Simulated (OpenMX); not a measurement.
**Ge in OpenMX: the effect of dispersion**

The system is Ge.

```
Ge
1.0
     3.91426    0.00000    0.00000
    -2.85923    2.67324    0.00000
    -0.32375   -1.41703    3.63436
Ge
2
Direct
  0.31406 0.06406 0.25000
  0.68594 0.93594 0.75000
```

This isn't the form of Ge at room conditions, which is diamond.

Alike in all runs:

```yaml
Program: OpenMX 3.8.5
Task: single point
Functional: PBE
Potentials_or_basis: OpenMX 2013 PBE set, Ge7.0-s3p2d2, grid cutoff 300 Ry
k_mesh: 9 × 9 × 9
Occupations: fermi-dirac, width 0.05 eV
Spin: no spin polarisation
```

| dispersion | pressure (GPa) |
| --- | --- |
| none | ? |
| D3 | 1.2 |
| D3(BJ) | -0.4 |
| D4 | -0.4 |

Question: What does the run with dispersion none give?

Answer: Pressure 2.5 GPa.

Caveats: the basis of atomic orbitals isn't converged, which shifts pressures, moduli and gaps; pairwise dispersion overbinds metals, which lowers pressure and volume (some runs).
